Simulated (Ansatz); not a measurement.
Steps from a short run of molecular dynamics on a 1×1×1 supercell (4 atoms) of CSi (ordering on diamond), relaxed with r2SCAN; forces from r2SCAN in Ansatz, 6×6×6 mesh, Fermi-Dirac smearing of 0.086 eV, Langevin thermostat and barostat (NPT), set at 1000 K. Spin polarisation is off, nuclei are classical, and the run is far too short for thermal averages. The structure comes from a prototype and may be hypothetical.

Problem. At 3 fs the positions in Å are
```
cell (Å): 1.267 0.732 7.179; -1.267 0.732 7.179; 0.000 -1.463 7.179
C    0.014   0.001   3.816
Si  -0.020   0.027  15.686
C   -0.010  -0.027  17.737
Si   0.022  -0.015   5.841
```
What are the forces, and how far does the free energy (smearing included) lie above that of step 0, with the atoms on their sites?

Solution. 7.0 meV an atom; forces in eV/Å:
```
cell (Å), as above: 1.267 0.732 7.179; -1.267 0.732 7.179; 0.000 -1.463 7.179
C   -0.848  -0.911  -0.290
Si   0.031  -0.103   0.078
C    0.845   0.998   0.081
Si  -0.028   0.015   0.131
```

Problem. At 9 fs the positions in Å are
```
cell (Å): 1.268 0.732 7.186; -1.268 0.732 7.186; 0.000 -1.465 7.186
C    0.028  -0.028   3.835
Si  -0.062   0.079  15.693
C   -0.002  -0.065  17.782
Si   0.071  -0.049   5.833
```
What are the forces, and how far does the free energy (smearing included) lie above that of step 0, with the atoms on their sites?

Solution. 20.3 meV an atom; forces in eV/Å:
```
cell (Å), as above: 1.268 0.732 7.186; -1.268 0.732 7.186; 0.000 -1.465 7.186
C   -1.081  -1.192  -0.326
Si   0.109  -0.278   0.233
C    1.053   1.467  -0.369
Si  -0.081   0.003   0.462
```

Problem. At 21 fs the positions in Å are
```
cell (Å): 1.272 0.735 7.209; -1.272 0.735 7.209; 0.000 -1.469 7.209
C    0.060  -0.142   3.887
Si  -0.094   0.185  15.754
C    0.066  -0.104  17.888
Si   0.131  -0.124   5.845
```
What are the forces, and how far does the free energy (smearing included) lie above that of step 0, with the atoms on their sites?

Solution. 48.7 meV an atom; forces in eV/Å:
```
cell (Å), as above: 1.272 0.735 7.209; -1.272 0.735 7.209; 0.000 -1.469 7.209
C    0.285   1.468  -0.646
Si   0.186  -0.565   0.289
C   -0.430  -0.845  -0.607
Si  -0.041  -0.059   0.964
```

Problem. At 33 fs the positions in Å are
```
cell (Å): 1.274 0.735 7.218; -1.274 0.735 7.218; 0.000 -1.471 7.218
C    0.099  -0.181   3.873
Si  -0.084   0.279  15.836
C    0.080  -0.194  17.946
Si   0.170  -0.170   5.893
```
What are the forces, and how far does the free energy (smearing included) lie above that of step 0, with the atoms on their sites?

Solution. 73.7 meV an atom; forces in eV/Å:
```
cell (Å), as above: 1.274 0.735 7.218; -1.274 0.735 7.218; 0.000 -1.471 7.218
C   -0.588  -0.242   0.516
Si   0.124  -0.828  -0.369
C    0.475   1.139  -0.976
Si  -0.011  -0.069   0.828
```

Problem. At 45 fs the positions in Å are
```
cell (Å): 1.275 0.736 7.226; -1.275 0.736 7.226; 0.000 -1.473 7.226
C    0.083  -0.249   3.924
Si  -0.027   0.293  15.938
C    0.085  -0.242  17.952
Si   0.199  -0.240   5.994
```
What are the forces, and how far does the free energy (smearing included) lie above that of step 0, with the atoms on their sites?

Solution. 81.4 meV an atom; forces in eV/Å:
```
cell (Å), as above: 1.275 0.736 7.226; -1.275 0.736 7.226; 0.000 -1.473 7.226
C    0.282   0.546   0.083
Si   0.056  -1.052  -0.488
C   -0.227   0.539   0.383
Si  -0.111  -0.033   0.023
```

Problem. At 48 fs the positions in Å are
```
cell (Å): 1.275 0.736 7.226; -1.275 0.736 7.226; 0.000 -1.473 7.226
C    0.068  -0.256   3.941
Si  -0.016   0.284  15.956
C    0.086  -0.244  17.974
Si   0.209  -0.261   6.018
```
What are the forces, and how far does the free energy (smearing included) lie above that of step 0, with the atoms on their sites?

Solution. 82.6 meV an atom; forces in eV/Å:
```
cell (Å), as above: 1.275 0.736 7.226; -1.275 0.736 7.226; 0.000 -1.473 7.226
C    0.864   0.656   0.134
Si   0.039  -1.044  -0.487
C   -0.748   0.385   0.352
Si  -0.155   0.004   0.001
```
